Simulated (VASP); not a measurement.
**GaN: single point with PBE**

Crystal: GaN.

```
Ga N
1.0
     0.00000    2.13524    2.13524
     2.13524    0.00000    2.13524
     2.13524    2.13524    0.00000
Ga N
1 1
Direct
  0.00000 0.00000 0.00000
  0.48946 0.51054 0.51054
```

Measurements of this composition are mostly on another form, of space group No. 186.

The cell isn't the ideal one: one atom moved.

| Property | Result |
| --- | --- |
| Program | VASP 6.6.1 |
| Task | single point |
| Functional | PBE |
| Potentials or basis | VASP PAW PBE potentials, release 64 (Ga_d, N) |
| Cutoff | 520 eV |
| k mesh | 14 × 14 × 14 |
| Occupations | gaussian, width 0.05 eV |
| Spin | no spin polarisation |

```json
{"Pressure": "0.6 GPa", "Largest force": "0.091 eV/Å", "Band gap on the k mesh": "0.40 eV, indirect (least direct gap 2.36 eV)"}
```

Forces on the atoms (eV/Å):
```
Ga   0.091  0.000  0.000
N   -0.091  0.000  0.000
```

Stress tensor (GPa, compression positive):
```
1.20 0.00 0.00
0.00 0.36 0.00
0.00 0.00 0.36
```

Levels at points of the mesh, in eV from the valence-band top:
```
           k point  band 7  band 8  band 9  band 10  band 11  band 12
(0.00, 0.00, 0.00)   -0.48   -0.48   -0.48     1.88    14.46    14.46
(0.50, 0.00, 0.00)   -8.09   -0.18   -0.18     4.57     8.81     8.92
(0.50, 0.50, 0.00)   -6.89   -2.93   -2.92     0.40     7.78    11.61
(0.00, 0.50, 0.50)   -6.89   -2.93   -2.93     0.40     7.79    11.62
```

It took 94 s on 1 thread of Intel(R) Xeon(R) Platinum 8175M CPU @ 2.50GHz (Skylake/Cascade Lake), on a shared host, peak memory 0.19 GiB.

A k mesh can miss the band edges.
